## A sliding map drawn at the wrong height

A map of energy against sliding looks like a landscape of hills and valleys. The natural way to read it is to find the lowest valley, find the lowest pass to the next one, and take the height of the pass as the barrier to sliding. For two layers of SnO the map below seems to invite this. Its energies run smoothly from one valley to one summit, and nothing in the energy column hints at trouble.

Ansatz 0.2.0, PBE+D3(BJ) with plane waves (PAW, 420 eV cutoff), a 7×7×1 k mesh, Gaussian smearing of 0.05 eV, no spin polarization and a dipole correction along z. Two rigid SnO layers are held with their facing tin planes 4.25 Å apart. Energies are per cell of 8 atoms, and a positive normal force pushes the upper layer away.

| slide u (fractional) | slide v (fractional) | energy over the lowest point of the map (eV) | binding from the two layers apart (meV/angstrom^2) | normal force (eV/Å) |
| --- | --- | --- | --- | --- |
| 0.0000 | 0.0000 | 0.076 | -6.740 | 0.061 |
| 0.0000 | 0.1250 | 0.068 | -7.300 | 0.039 |
| 0.0000 | 0.2500 | 0.049 | -8.600 | -0.011 |
| 0.0000 | 0.3750 | 0.031 | -9.850 | -0.057 |
| 0.0000 | 0.5000 | 0.024 | -10.340 | -0.075 |
| 0.1250 | 0.1250 | 0.060 | -7.800 | 0.019 |
| 0.1250 | 0.2500 | 0.043 | -8.990 | -0.026 |
| 0.1250 | 0.3750 | 0.026 | -10.130 | -0.067 |
| 0.1250 | 0.5000 | 0.020 | -10.590 | -0.084 |
| 0.2500 | 0.2500 | 0.030 | -9.920 | -0.059 |
| 0.2500 | 0.3750 | 0.017 | -10.810 | -0.091 |
| 0.2500 | 0.5000 | 0.011 | -11.170 | -0.103 |
| 0.3750 | 0.3750 | 0.007 | -11.460 | -0.113 |
| 0.3750 | 0.5000 | 0.003 | -11.720 | -0.122 |
| 0.5000 | 0.5000 | 0.000 | -11.950 | -0.129 |

The slides u and v are the shifts of the upper layer along the two cell edges, as fractions of an edge. At 0, 0 the tin atoms that face each other across the gap sit directly one above the other, and this is the summit. At 0.5, 0.5 each facing tin sits over the hollow between four tin atoms of the other layer, and this is the valley. A layer that moves from one valley to the next equivalent one need not climb the summit: it can pass through 0, 0.5, at a cost of 0.024 eV per cell.

### The column that gives the failure away

The normal force is the force on the upper layer at right angles to the sliding plane, positive when the layer is pushed away. If each stacking had been computed at its own best distance, this column would hold zeros. Instead it runs from +0.061 eV/Å at the summit to −0.129 eV/Å in the valley. Three stackings are pushed apart and the other twelve are pulled together.

The reason is that the upper layer was carried across at one fixed height, with 4.25 Å between the facing planes of tin. That height is too small for the three stackings near the summit and too large for the rest. A real layer under a steady load rides up and down as it slides, because the load is held constant and the height is not. The map describes a layer on rails.

The binding column can't reveal this. At the summit the layers are bound by 6.74 meV/Å² and yet push each other away. Binding compares the energy with that of two distant layers, whereas the force is the slope of the energy at the present distance. A pair of layers squeezed a little too close is still bound, just as a ball part of the way up the side of a bowl is still in the bowl.

### Why the best height depends on the stacking

Divalent tin in SnO carries a lone pair of electrons that points out of the layer, into the gap. When two closed electron clouds of this kind overlap they repel, and the repulsion falls off steeply with distance. Dispersion attraction reaches further and adds up over many atoms, so it should depend less on how the layers are registered. On this view the attraction sets a fairly even pull, and the repulsion adds a push that is strongest where tin meets tin. The signs of the forces agree with this picture, though the calculation does not separate the repulsion from electrostatic and dispersion forces.

Geometry suggests why the difference between stackings should also depend on height. At the summit the nearest tin atoms across the gap are 4.25 Å apart. In the valley they are displaced sideways by half the diagonal of the cell, 2.7 Å, which makes the distance about 5.0 Å. The two stackings thus differ by some 0.8 Å in their closest contact.

Now let the layers approach. The repulsion is steep, so it should rise faster at the summit, with its short contact, than in the valley, and the two energies move apart. Geometry adds to this: the sideways displacement stays the same while the vertical distance shrinks, so the displacement counts for more. At a gap of 2.5 Å, roughly that of bulk SnO, the closest contacts would be 2.5 Å and 3.7 Å, a difference of 1.2 Å. Close layers feel each other's atoms one by one, while distant layers feel a blurred average. The hills of the map therefore grow as the gap closes, and a map drawn at a wide gap is too flat.

### How fast the hills grow

The blurring can be put into a short formula. The energy is written as a constant plus two waves that have the symmetry of the square cell:

E = E₀ + A₁ [cos 2πu + cos 2πv] + A₂ cos 2πu · cos 2πv

Here E₀, A₁ and A₂ depend on the height. The normal force is minus the change of energy with height, so it has the same form, with amplitudes B₁ and B₂ in place of A₁ and A₂. The ratio B/A is then the rate at which a wave fades with distance, relative to its present size; it holds for small steps, not for a whole ångström.

Least-squares fits to all fifteen stackings, one for the energy and one for the force, give ratios of about 2.5 per Å for the first wave and 2.9 per Å for the product wave. The product wave has the finer pattern, and fine patterns blur first. The energy fit has a typical error of 0.0005 eV, small beside the full range of 0.076 eV. Its largest miss, at the pass, is smaller than one unit in the last printed digit of the energy and is mostly rounding. The force fit is worst at the summit, where the computed push lies slightly above what the two fitted waves give.

The barrier serves as a worked case. From the valley to the pass the first bracket rises from −2 to 0, and the product falls from +1 to −1. The energy barrier is therefore 2(A₁ − A₂) = 2 × (0.0189 − 0.0072) = 0.023 eV. The same step in the force is 2(B₁ − B₂) = 2 × (0.0470 − 0.0208) = 0.052 eV/Å, against 0.054 eV/Å from the table; both stackings were part of the fits.

This force difference is the rate at which the barrier changes with height. If both stackings are brought closer by 0.1 Å, the barrier grows by about 0.1 × 0.054 = 0.005 eV, which is more than a fifth of its value. The full range from valley to summit grows by a quarter. The barrier lags a little because the product wave lowers the pass, and that wave strengthens faster on approach.

### Which way the barrier is wrong

A rule of thumb says that rigid maps overstate barriers. It rests on an assumption that is easily forgotten: the fixed height is taken to be the best height of the valley. The valley then has nothing to gain from a change of height, while the pass, squeezed too close, can lower its energy by moving outward. Relaxation brings the pass down and the barrier shrinks.

Here the starting point is different. Valley and pass are both pulled inward, and the valley is pulled 1.7 times as strongly. Suppose that both are first lowered together to the height that suits the pass. As long as the valley remains the more strongly attracted of the two, it gains more energy on the way, and the barrier rises. The pass is then at rest, but the valley is still pulled inward and sinks further, which raises the barrier again.

So this map should understate the barrier that a layer meets when it is free to choose its height. The argument needs the order of the two forces to persist as the gap closes. The contact distances make that likely, but only the forces at the present height have been computed. The atoms inside each layer were also frozen, and their response could change the final value.

The binding in the valley errs in the same direction. A force of 0.129 eV/Å acting over 0.1 Å releases about 0.013 eV per cell; divided by the cell area of 14.6 Å², this is 0.9 meV/Å². The tabulated 11.95 meV/Å² would thus grow by some 7 % after a very small approach. It describes layers held apart and is weaker than the binding at their best distance.

These slopes hold for small steps only. The bulk gap lies more than 1.5 Å further in, and over such a distance the pull changes in strength and must vanish at the best distance. Multiplying the slope by the whole distance would give a number with no meaning. The sound remedy is to let the height relax at each stacking, or to repeat the map at several heights and take each stacking where its normal force vanishes.

### Reading a map of this kind

The normal force should be read before the barrier. If it is near zero in the valley and positive at the pass, the map was drawn at the valley's own height and its barrier is too high. If it is negative at both and more strongly so in the valley, as here, the layers are too far apart and the barrier is probably too low. The energies alone look equally smooth in either case.
